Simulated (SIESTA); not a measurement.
The system is BN.

```xyz
4
Lattice="2.5539 0.0000 0.0000 -1.2770 2.2118 0.0000 0.0000 0.0000 4.2269" Properties=species:S:1:pos:R:3 pbc="T T T"
N     0.0000    1.4745    0.5295
N     1.2770    0.7373    2.6430
B     0.0000    1.4745    2.1123
B     1.2770    0.7373    4.2257
```

Measurements of this composition are mostly on another form, of space group No. 194.

Base run:

- Program: SIESTA 5.4.2
- Functional: AM05
- Potentials or basis: PseudoDojo 0.4 standard (PBEsol files)
- Basis: DZP (energy shift 0.003 Ry)
- Grid cutoff: 800 Ry
- Energy shift: 0.003 Ry
- k mesh: 12 × 12 × 6
- Occupations: fermi-dirac, width 0.05 eV
- Spin: no spin polarisation

Its results: band gap on the k mesh 5.12 eV, indirect (least direct gap 8.28 eV); pressure -3.1 GPa; largest force 0.018 eV/Å.

Task: The run is repeated on the same cell with these changes: functional from AM05 to PBEsol. What comes out?

Result: Band gap on the k mesh 5.09 eV, indirect (least direct gap 8.29 eV); pressure -2.1 GPa; largest force 0.021 eV/Å.

Caveats: the basis of atomic orbitals isn't converged, which shifts pressures, moduli and gaps; the potentials were made for another functional, which shifts forces and pressure (some runs).

Not every run made on this cell is shown here.
